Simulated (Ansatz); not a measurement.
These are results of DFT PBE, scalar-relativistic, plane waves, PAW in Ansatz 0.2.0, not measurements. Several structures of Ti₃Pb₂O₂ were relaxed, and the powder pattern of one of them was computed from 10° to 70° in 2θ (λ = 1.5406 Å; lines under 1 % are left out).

Cu Kα1 powder pattern (kinematic, no thermal factors).
| 2θ (°) | relative intensity |
| --- | --- |
| 17.82 | 3 |
| 25.03 | 63 |
| 26.61 | 30 |
| 26.86 | 48 |
| 30.89 | 55 |
| 35.69 | 38 |
| 36.85 | 44 |
| 37.04 | 100 |
| 40.16 | 26 |
| 44.42 | 8 |
| 45.23 | 16 |
| 45.55 | 4 |
| 51.37 | 29 |
| 51.66 | 9 |
| 52.24 | 3 |
| 52.68 | 6 |
| 54.80 | 1 |
| 55.37 | 10 |
| 57.96 | 14 |
| 58.77 | 7 |
| 58.91 | 23 |
| 59.17 | 20 |
| 61.15 | 16 |
| 61.68 | 14 |
| 65.00 | 39 |
| 67.63 | 10 |

Task: Which structure gives it?
A.

Space group P-3m1 (No. 164). a = 3.176 Å, b = 3.176 Å, c = 13.453 Å, α = 90.00°, β = 90.00°, γ = 120.00°
```csv
atom,site,symmetry,x,y,z
Ti,1a,-3m.,0.0000,0.0000,0.0000
Ti,2d,3m.,0.6667,0.3333,0.1703
Pb,2d,3m.,0.6667,0.3333,0.6392
O,2d,3m.,0.6667,0.3333,0.9159
```

B.

Space group R-3m:H (No. 166). a = 5.917 Å, b = 5.917 Å, c = 14.490 Å, α = 90.00°, β = 90.00°, γ = 120.00°
| atom | site | symmetry | x | y | z |
| --- | --- | --- | --- | --- | --- |
| Ti | 9d | .2/m | 0.3333 | 0.1667 | 0.1667 |
| Pb | 3a | -3m | 0.0000 | 0.0000 | 0.0000 |
| Pb | 3b | -3m | 0.3333 | 0.6667 | 0.1667 |
| O | 6c | 3m | 0.3333 | 0.6667 | 0.4352 |

C.

Space group P4/mmm (No. 123). a = 3.555 Å, b = 3.555 Å, c = 9.948 Å, α = 90.00°, β = 90.00°, γ = 90.00°
```
atom  site  symmetry       x       y       z
  Ti    2f      mmm. 0.0000  0.5000  0.0000
  Ti    1d     4/mmm  0.5000  0.5000  0.5000
  Pb    2g       4mm  0.0000  0.0000  0.3284
   O    2h       4mm  0.5000  0.5000  0.1172
```

Result: C. Its strongest line, at 2θ = 37.04°, has d = λ/(2 sin θ) = 2.425 Å and is the (1 0 3) reflection of the conventional P4/mmm cell with a = 3.555 Å, c = 9.948 Å. The others have their strongest lines at 35.2° (A); 21.2° (B).

The cells needn't be stable.
